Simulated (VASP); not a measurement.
# Ge2Sb2Te5 (Cm) in VASP: a series of runs

One crystal, Ge2Sb2Te5, is run at these levels: LDA, PBE, PBEsol; tasks: relaxation of cell and atoms, atomic charges, electron localisation function.

All numbers are computed with VASP 6.6.1; they aren't measurements. Logs are shortened: lines on timing, memory, paths and dates and some standing lists are left out, and cuts for length are marked.

## (1) The structure

It takes space group Cm (No. 8, monoclinic). Conventional cell: a = 13.678 Å, b = 6.132 Å, c = 9.672 Å, α = 90.00°, β = 134.93°, γ = 90.00°. Around Te (site symmetry m) lie 2 Ge at 2.85 to 3.19 Å and 3 Sb at 3.07 to 3.14 Å. Around Te (site symmetry m) lie 2 Sb at 2.95 to 3.20 Å and 3 Ge at 3.07 to 3.08 Å. Around Te (site symmetry m) lie 3 Ge at 2.82 to 3.07 Å and 2 Sb at 3.14 to 3.19 Å. Te (site symmetry m) has 2 Ge at 2.95 to 3.00 Å and 2 Sb at 3.02 to 3.06 Å as nearest neighbours. Around Te (site symmetry m) lie 3 Sb at 2.98 to 3.07 Å and 2 Ge at 3.05 to 3.20 Å. Around Sb (site symmetry m) lie 6 Te at 2.95 to 3.19 Å. Around Sb (site symmetry m) lie 6 Te at 2.98 to 3.20 Å. Ge (site symmetry m) is surrounded by 6 Te at 2.82 to 3.19 Å.

The cell comes from a database or a generator and needn't be the stable form of this composition.

## (2) Relaxation of cell and atoms, LDA

INCAR

```
  PREC = Accurate
  ENCUT = 600
  EDIFF = 1E-7
  ISMEAR = 0
  SIGMA = 0.02
  LREAL = False
  LASPH = True
  NELM = 80
  ALGO = Fast
  ISIF = 3
  LWAVE = False
  LCHARG = False
  IBRION = 2
  NSW = 60
  EDIFFG = -0.005
  KPAR = 4
```

KPOINTS

```
Automatic mesh
0
Gamma
  4 4 4
```

POSCAR

```
Ge2Sb2Te5
1.0
    6.8391360000     -3.0660060000      0.0000000000
    6.8391360000      3.0660060000      0.0000000000
   -6.8309770000      0.0000000000      6.8476090000
Te Sb Ge
5 2 2
Direct
    0.5947020000      0.5947020000      0.3864330000
    0.7952880000      0.7952880000      0.1961120000
    0.0083240000      0.0083240000      0.0064350000
    0.2065190000      0.2065190000      0.8098030000
    0.3999590000      0.3999590000      0.5971180000
    0.9017080000      0.9017080000      0.5878730000
    0.1118700000      0.1118700000      0.4173520000
    0.2842870000      0.2842870000      0.1878300000
    0.4973430000      0.4973430000      0.0110440000
```

Potentials or basis: VASP PAW LDA potentials, release 64 (Te, Sb, Ge_d).

On the command line:

```bash
$ cat potpaw_LDA.64/Te/POTCAR potpaw_LDA.64/Sb/POTCAR potpaw_LDA.64/Ge_d/POTCAR > POTCAR
$ mpirun -np 4 vasp_std > vasp.out
```

OUTCAR:

```text
PREC = Accurate
   ENCUT = 600
   EDIFF = 1E-7
   ISMEAR = 0
   LREAL = False
   LASPH = True
   NELM = 80
   ISIF = 3
   IBRION = 2
   NSW = 60
   EDIFFG = -0.005

 ion  position               nearest neighbor table
   1  0.595  0.595  0.386-   9 2.85   7 3.07   7 3.07   6 3.14   8 3.19
   2  0.795  0.795  0.196-   6 2.95   8 3.07   8 3.07   9 3.08   7 3.20
   3  0.008  0.008  0.006-   8 2.82   9 3.07   9 3.07   7 3.14   6 3.19
   4  0.207  0.207  0.810-   9 2.95   8 3.00   7 3.02   6 3.06
   5  0.400  0.400  0.597-   7 2.98   8 3.05   6 3.07   6 3.07   9 3.20
   6  0.902  0.902  0.588-   2 2.95   4 3.06   5 3.07   5 3.07   1 3.14   3 3.19
   7  0.112  0.112  0.417-   5 2.98   4 3.02   1 3.07   1 3.07   3 3.14   2 3.20
   8  0.284  0.284  0.188-   3 2.82   4 3.00   5 3.05   2 3.07   2 3.07   1 3.19
   9  0.497  0.497  0.011-   1 2.85   4 2.95   3 3.07   3 3.07   2 3.08   5 3.20

  LATTYP: Found a base centered monoclinic cell.
 ALAT       =    13.6782720000
 B/A-ratio  =     0.4483031190
 C/A-ratio  =     0.7071235363
 COS(beta)  =    -0.7062464773

  Lattice vectors:

 A1 = (   6.8391360000,  -3.0660060000,   0.0000000000)
 A2 = (   6.8391360000,   3.0660060000,   0.0000000000)
 A3 = (  -6.8309770000,   0.0000000000,   6.8476090000)

Analysis of symmetry for initial positions (statically):
=====================================================================
 Subroutine PRICEL returns:
 Original cell was already a primitive cell.

 Routine SETGRP: Setting up the symmetry group for a
 base centered monoclinic supercell.

 Subroutine GETGRP returns: Found  2 space group operations
 (whereof  2 operations were pure point group operations)
 out of a pool of  4 trial point group operations.

The static configuration has the point symmetry C_1h.

Analysis of symmetry for dynamics (positions and initial velocities):
=====================================================================
 Subroutine PRICEL returns:
 Original cell was already a primitive cell.

 Routine SETGRP: Setting up the symmetry group for a
 base centered monoclinic supercell.

 Subroutine GETGRP returns: Found  2 space group operations
 (whereof  2 operations were pure point group operations)
 out of a pool of  4 trial point group operations.

The dynamic configuration has the point symmetry C_1h.

 Subroutine INISYM returns: Found  2 space group operations
 (whereof  2 operations are pure point group operations),
 and found     1 'primitive' translations

----------------------------------------------------------------------------------------

                                     Primitive cell

  volume of cell :     287.1727

  direct lattice vectors                    reciprocal lattice vectors
     6.839136000 -3.066006000  0.000000000     0.073108650 -0.163078611  0.072931078
     6.839136000  3.066006000  0.000000000     0.073108650  0.163078611  0.072931078
    -6.830977000  0.000000000  6.847609000     0.000000000  0.000000000  0.146036376

  length of vectors
     7.494943230  7.494943230  9.672228068     0.193024481  0.193024481  0.146036376

  position of ions in fractional coordinates (direct lattice)
     0.594702000  0.594702000  0.386433000
     0.795288000  0.795288000  0.196112000
     0.008324000  0.008324000  0.006435000
     0.206519000  0.206519000  0.809803000
     0.399959000  0.399959000  0.597118000
     0.901708000  0.901708000  0.587873000
     0.111870000  0.111870000  0.417352000
     0.284287000  0.284287000  0.187830000
     0.497343000  0.497343000  0.011044000

  ion indices of the primitive-cell ions
   primitive index   ion index
                 1           1
                 2           2
                 3           3
                 4           4
                 5           5
                 6           6
                 7           7
                 8           8
                 9           9

----------------------------------------------------------------------------------------

 KPOINTS: Automatic mesh

Automatic generation of k-mesh.
 Grid dimensions read from file:
 generate k-points for:    4    4    4

 Generating k-lattice:

  Cartesian coordinates                     Fractional coordinates (reciprocal lattice)
     0.018277162 -0.040769653  0.018232770     0.250000000  0.000000000 -0.000000000
     0.018277162  0.040769653  0.018232770     0.000000000  0.250000000 -0.000000000
     0.000000000  0.000000000  0.036509094     0.000000000  0.000000000  0.250000000

  Length of vectors
     0.048256120  0.048256120  0.036509094

  Shift w.r.t. Gamma in fractional coordinates (k-lattice)
     0.000000000  0.000000000  0.000000000

 Subroutine IBZKPT returns following result:
 ===========================================

 Found     24 irreducible k-points:

 Following reciprocal coordinates:
            Coordinates               Weight
  0.000000  0.000000  0.000000      1.000000
  0.250000 -0.000000 -0.000000      4.000000
  0.500000 -0.000000 -0.000000      2.000000
  0.250000  0.250000 -0.000000      2.000000
  0.500000  0.250000 -0.000000      4.000000
 -0.250000  0.250000  0.000000      2.000000
[... 16 lines left out ...]
 -0.250000  0.250000  0.500000      2.000000
  0.500000  0.500000  0.500000      1.000000
   k-points           NKPTS =     24   k-points in BZ     NKDIM =     24   number of bands    NBANDS=     40
   number of dos      NEDOS =    301   number of ions     NIONS =      9
   total plane-waves  NPLWV = 288000
   dimension x,y,z NGX =    60 NGY =   60 NGZ =   80
   dimension x,y,z NGXF=   120 NGYF=  120 NGZF=  160
   ions per type =               5   2   2
   NGX,Y,Z   is equivalent  to a cutoff of  13.31, 13.31, 13.75 a.u.
   NGXF,Y,Z  is equivalent  to a cutoff of  26.62, 26.62, 27.50 a.u.
 SYSTEM =  unknown system
   PREC   = accura    normal or accurate (medium, high low for compatibility)
   ISTART =      0    job   : 0-new  1-cont  2-samecut
   ICHARG =      2    charge: 1-file 2-atom 10-const
   ISPIN  =      1    spin polarized calculation?
   LNONCOLLINEAR =      F non collinear calculations
   LSORBIT =      F    spin-orbit coupling
   LASPH  =      T    aspherical Exc in radial PAW
   ENCUT  =  600.0 eV  44.10 Ry    6.64 a.u.  14.97 14.97 19.32*2*pi/ulx,y,z
   NELM   =     80;   NELMIN=  2; NELMDL= -5     # of ELM steps
   EDIFF  = 0.1E-06   stopping-criterion for ELM
   LREAL  =      F    real-space projection
   EDIFFG = -.5E-02   stopping-criterion for IOM
   NSW    =     60    number of steps for IOM
   IBRION =      2    ionic relax: 0-MD 1-quasi-New 2-CG
   NFREE  =      1    steps in history (QN), initial steepest desc. (CG)
   ISIF   =      3    stress and relaxation
   ISYM   =      2    0-nonsym 1-usesym 2-fastsym
   POTIM  = 0.5000    time-step for ionic-motion
   TEBEG  =    0.0;   TEEND  =   0.0 temperature during run
   PSTRESS=    0.0 pullay stress
   NELECT =      68.0000    total number of electrons
   NUPDOWN=      -1.0000    fix difference up-down
   EMIN   =  10.00;   EMAX   =-10.00  energy-range for DOS
   EFERMI =   0.00;   METHOD = LEGACY
   ISMEAR =     0;   SIGMA  =   0.02  broadening in eV -4-tet -1-fermi 0-gaus
   EFERMI_NEDOS =   21; number of points for ismear=-14 and -15
   IALGO  =     68    algorithm
   IMIX   =      4    mixing-type and parameters
     AMIX     =   0.40;   BMIX     =  1.00
     AMIX_MAG =   1.60;   BMIX_MAG =  1.00
  volume/ion in A,a.u.               =      31.91       215.33
  Fermi-wavevector in a.u.,A,eV,Ry     =   1.012815  1.913943 13.956774  1.025794
  Thomas-Fermi vector in A             =   2.145947
   LORBIT       =      0    0 simple, 1 ext, 2 COOP (PROOUT), +10 PAW based schemes
   GGA     = CA    functional components
   LHFCALC =     F    Hartree Fock is set to
   AEXX    =    0.0000 exact exchange contribution
   IVDW    =     0    specifies the selected vdW correction
   LEPSILON=     F    determine dielectric tensor
   LRPA    =     F    only Hartree local field effects (RPA)
 conjugate gradient relaxation of ions
 non-spin polarized calculation
 RMM-DIIS sequential band-by-band and
 Gauss-broadening in eV      SIGMA  =   0.02
  energy-cutoff  :      600.00
  volume of cell :      287.17
 maximum number of plane-waves:      9618
   NGX = 29   NGY = 29   NGZ = 39

--------------------------------------- Ionic step        1  -------------------------------------------

 number of electron      67.9999998 magnetization

 Free energy of the ion-electron system (eV)
  ---------------------------------------------------
  ext. energy  EPLUGINS =         0.00000000
  ---------------------------------------------------
  free energy    TOTEN  =       -39.19741586 eV

  energy without entropy =      -39.19736459  energy(sigma->0) =      -39.19739022

------------------------ aborting loop because EDIFF is reached ----------------------------------------

  FORCE on cell =-STRESS in cart. coord.  units (eV):
  Direction    XX          YY          ZZ          XY          YZ          ZX
  --------------------------------------------------------------------------------------
  -------------------------------------------------------------------------------------
  Total       -5.9105802     -6.4030056     -6.1464702      0.0000000      0.0000000     -0.1329127
  in kB      -32.9759647    -35.7232755    -34.2920281      0.0000000      0.0000000     -0.7415390
  external PRESSURE =     -34.3304228 kB  Pullay stress =       0.0000000 kB
[... 110 lines left out ...]
  FREE ENERGIE OF THE ION-ELECTRON SYSTEM (eV)
  ---------------------------------------------------
  free  energy   TOTEN  =       -39.4254881640 eV

  energy  without entropy=      -39.4254494620  energy(sigma->0) =      -39.42546881

[... ionic steps 4 to 37 ...]

--------------------------------------- Ionic step       38  -------------------------------------------

 number of electron      68.0000000 magnetization

------------------------ aborting loop because EDIFF is reached ----------------------------------------

  FORCE on cell =-STRESS in cart. coord.  units (eV):
  Direction    XX          YY          ZZ          XY          YZ          ZX
  --------------------------------------------------------------------------------------
  -------------------------------------------------------------------------------------
  Total        0.0413415      0.0197340     -0.0055053      0.0000000      0.0000000      0.0175965
  in kB        0.2506857      0.1196625     -0.0333832      0.0000000      0.0000000      0.1067012
  external PRESSURE =       0.1123217 kB  Pullay stress =       0.0000000 kB
[... 71 lines left out ...]
  energy  without entropy=      -39.4875257694  energy(sigma->0) =      -39.48752577

--------------------------------------- Ionic step       40  -------------------------------------------

 number of electron      68.0000000 magnetization

 Free energy of the ion-electron system (eV)
  ---------------------------------------------------
  ext. energy  EPLUGINS =         0.00000000
  ---------------------------------------------------
  free energy    TOTEN  =       -39.48753338 eV

  energy without entropy =      -39.48753338  energy(sigma->0) =      -39.48753338

 E-fermi :   6.1163     XC(G=0):  -9.7453

 val. band max:        6.0101080083   @ k =  -0.2500   0.2500   0.5000
 cond. band min:       6.2545491066   @ k =   0.5000  -0.0000  -0.0000
 fundamental gap:      0.2444410983
 Fermi energy:         6.1163062253

 k-point     1 :       0.0000    0.0000    0.0000
  band No.  band energies     occupation
      1     -18.6795      2.00000
      2     -18.6688      2.00000
      3     -18.6646      2.00000
      4     -18.6587      2.00000
      5     -18.6586      2.00000
      6     -18.6522      2.00000
[... 1057 lines left out ...]
  FREE ENERGIE OF THE ION-ELECTRON SYSTEM (eV)
  ---------------------------------------------------
  free  energy   TOTEN  =       -39.4875333782 eV

  energy  without entropy=      -39.4875333782  energy(sigma->0) =      -39.48753338

 reached required accuracy - stopping structural energy minimisation
```

It took 45 min on 4 MPI ranks of AMD EPYC 9R14 (Zen 4), shared host; peak memory 0.66 GiB.

Results:

```
Free energy                            : -39.4875 eV
Relaxed volume                         : 29.36 Å³/atom
Relaxed cell                           : a = 7.322 Å, b = 7.322 Å, c = 9.460 Å, α = 130.68°, β = 130.68°, γ = 48.07°
Space group after relaxing (to 0.05 Å) : Cm (No. 8)
Energy gained by relaxing              : 32.2 meV/atom
Ionic steps                            : 40
Pressure after relaxing                : 0.0 GPa
Largest force after relaxing           : 0.004 eV/Å
Band gap on the k mesh                 : 0.24 eV, indirect (least direct gap 0.29 eV)
```

Forces on the atoms (eV/Å):
```
Te   0.000  0.000  0.000
Te   0.000  0.000  0.001
Te   0.000  0.000 -0.004
Te   0.003  0.000  0.000
Te   0.003  0.000 -0.003
Sb  -0.003  0.000  0.001
Sb  -0.003  0.000  0.001
Ge  -0.001  0.000  0.002
Ge   0.001  0.000  0.002
```

Step by step:
```csv
step,energy change (eV),largest force (eV/Å),pressure (GPa),volume (Å³)
1,0.0000,0.1721,-3.43,287.17
2,-0.1853,0.5104,1.74,259.68
3,-0.2281,0.3119,-0.02,267.46
4,-0.2411,0.2209,-0.01,266.47
5,-0.2440,0.1586,0.01,265.73
6,-0.2535,0.1219,0.00,265.21
7,-0.2686,0.1243,-0.01,263.64
8,-0.2692,0.1375,0.00,263.26
9,-0.2717,0.1279,0.01,263.05
10,-0.2761,0.1161,0.05,262.40
11,-0.2766,0.1147,0.07,262.11
12,-0.2784,0.1040,0.07,262.13
13,-0.2805,0.0925,0.07,262.17
14,-0.2805,0.0959,0.07,262.18
15,-0.2818,0.0939,0.03,262.45
16,-0.2845,0.0873,-0.07,263.24
17,-0.2852,0.0818,-0.26,264.83
18,-0.2857,0.0779,-0.19,264.21
19,-0.2870,0.0556,0.01,263.52
20,-0.2870,0.0651,0.08,263.33
21,-0.2876,0.0562,0.06,263.52
22,-0.2883,0.0443,0.02,263.84
23,-0.2883,0.0570,-0.04,264.48
24,-0.2886,0.0424,0.00,264.14
25,-0.2890,0.0417,-0.01,264.24
26,-0.2890,0.0415,-0.01,264.25
27,-0.2894,0.0289,-0.01,264.25
28,-0.2897,0.0236,-0.01,264.25
29,-0.2896,0.0381,0.00,264.26
30,-0.2898,0.0261,-0.01,264.26
31,-0.2899,0.0167,0.00,264.17
32,-0.2899,0.0147,0.06,263.99
33,-0.2900,0.0134,0.05,264.07
34,-0.2900,0.0113,0.01,264.20
35,-0.2901,0.0115,-0.01,264.28
36,-0.2901,0.0117,-0.01,264.30
37,-0.2901,0.0094,0.00,264.27
38,-0.2901,0.0075,0.01,264.22
39,-0.2901,0.0054,0.00,264.25
40,-0.2901,0.0045,0.00,264.27
```

Final structure:
```yaml
crystal:
  lattice:
    - [6.68668, -2.98238, -0.03688]
    - [6.68668, 2.98238, -0.03688]
    - [-6.71558, 0.00000, 6.66293]
  atoms:
    - { symbol: Te, position: [0.59374, 0.59374, 0.38238] }
    - { symbol: Te, position: [0.79869, 0.79869, 0.18826] }
    - { symbol: Te, position: [0.00541, 0.00541, 0.00071] }
    - { symbol: Te, position: [0.21348, 0.21348, 0.81676] }
    - { symbol: Te, position: [0.41192, 0.41192, 0.60329] }
    - { symbol: Sb, position: [0.89226, 0.89226, 0.58296] }
    - { symbol: Sb, position: [0.10830, 0.10830, 0.42461] }
    - { symbol: Ge, position: [0.28610, 0.28610, 0.20246] }
    - { symbol: Ge, position: [0.49010, 0.49010, 0.99857] }
```

Caveat: spin-orbit coupling is left out, which moves the levels of the heavy elements.

## (3) Atomic charges, PBE

INCAR

```
  PREC = Accurate
  ENCUT = 520
  EDIFF = 1E-6
  ISMEAR = 0
  SIGMA = 0.02
  LREAL = F
  LASPH = T
  NELM = 60
  ALGO = Fast
  ISIF = 2
  LWAVE = F
  LCHARG = F
  GGA = PE
  LORBIT = 11
```

KPOINTS

```
Automatic mesh
0
Gamma
  4 4 3
```

POSCAR is that of step 2.

Potentials or basis: VASP PAW PBE potentials, release 64 (Te, Sb, Ge_d).

On the command line:

```bash
$ cat potpaw_PBE.64/Te/POTCAR potpaw_PBE.64/Sb/POTCAR potpaw_PBE.64/Ge_d/POTCAR > POTCAR
$ mpirun -np 1 vasp_std > vasp.out
```

It took 3.6 min on 1 thread of Intel Xeon Platinum 8559C (Emerald Rapids), shared host; peak memory 0.6 GiB.

The run converged. Its results:

| Property | Result |
| --- | --- |
| Free energy | -33.5899 eV |
| Pressure | -0.2 GPa |
| Largest force | 0.151 eV/Å |
| Band gap on the k mesh | 0.06 eV, direct |
| Valence electrons inside the program's atomic spheres | Te 3.35, 3.33, 3.34; Sb 2.30; Ge 12.09, 12.08 |

Forces on the atoms (eV/Å):
```
Te   0.043  0.000  0.032
Te   0.076  0.000 -0.037
Te  -0.017  0.000 -0.022
Te   0.036  0.000 -0.018
Te   0.048  0.000 -0.031
Sb   0.004  0.000 -0.053
Sb   0.004  0.000  0.061
Ge  -0.150  0.000  0.018
Ge  -0.043  0.000  0.050
```

Stress tensor (GPa, compression positive):
```
-0.20  0.00 -0.12
 0.00 -0.18  0.00
-0.12  0.00 -0.07
```

Levels at points of the mesh, in eV from the valence-band top:
| k point | band 32 | band 33 | band 34 | band 35 | band 36 | band 37 |
| --- | --- | --- | --- | --- | --- | --- |
| (0.00, 0.00, 0.00) | -0.50 | -0.42 | -0.41 | 1.05 | 1.34 | 2.43 |
| (0.50, 0.00, 0.00) | -0.69 | -0.54 | 0.00 | 0.06 | 0.58 | 0.69 |
| (0.50, 0.50, 0.00) | -0.83 | -0.80 | -0.79 | 2.14 | 2.64 | 2.81 |

Caveat: spin-orbit coupling is left out, which moves the levels of the heavy elements; an odd mesh through Γ misses points on the zone boundary, where band edges often lie.

(Continued in part 2 of 2.)
